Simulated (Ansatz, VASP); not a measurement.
**One calculation of Ti, two programs**

File INCAR:

```
SYSTEM = Ti
ALGO = Normal
EDIFF = 1E-8
ENCUT = 520
GGA = PS
ISIF = 2
ISMEAR = -1
LASPH = .True.
LCHARG = .False.
LEFG = .True.
LREAL = .False.
LWAVE = .False.
NBANDS = 12
NELM = 100
PREC = Accurate
SIGMA = 0.05
```

The input KPOINTS:

```
k-points
0
Gamma
  14 14 14
  0 0 0
```

File POSCAR:

```
Ti
1.0
   -1.6545625985      1.6545625985      1.6545625985
    1.6545625985     -1.6545625985      1.6545625985
    1.6545625985      1.6545625985     -1.6545625985
Ti
1
Direct
    0.0000000000      0.0000000000      0.0000000000
```

Input for Ansatz:

```yaml
crystal:
  lattice:
    - [-1.6545625985, 1.6545625985, 1.6545625985]
    - [1.6545625985, -1.6545625985, 1.6545625985]
    - [1.6545625985, 1.6545625985, -1.6545625985]
  atoms:
    - { symbol: Ti, position: [0.0, 0.0, 0.0] }
kpoints:
  mp_grid: { grid: [14, 14, 14] }
scf:
  occupations: { method: fermi_dirac, width: 0.05 }
hamiltonian:
  xc: pbesol
  pseudopotentials: { kind: paw }
output:
  forces: true
  stress: true
  eigenvalues: true
  efg: { contact_densities: true }
  write_density: true
  write_potential: true
  elf: true
  volumetric_format: npy
```

Change from the starting cell: volume scaled by 1.025, PAW files.

Alike in both runs: task electric field gradients; functional PBEsol; k mesh 14 × 14 × 14; occupations fermi-dirac, width 0.05 eV; no spin polarisation.

|  | VASP | Ansatz |
| --- | --- | --- |
| version | VASP 6.6.1 | Ansatz 0.2.0 |
| potentials or method | VASP PAW PBE potentials, release 64 (Ti_sv) | PAW with Ansatz's default frozen-core files, scalar-relativistic |
| plane-wave cutoff (eV) | 520 | 420 |
| valence electrons in the cell | 12 | 12 |

Ansatz gave:

| Item | Value |
| --- | --- |
| pressure (GPa) | -8.8 |
| Vzz of the field gradient on the site that differs most (V/Å²) | 0.0 |

Q: Which values does VASP return?

A: Pressure (GPa): -8.9; Vzz of the field gradient on the site that differs most (V/Å²): 0.0.

Caveats: the PAW data sets were made with another functional, which shifts forces and pressure a little (VASP).
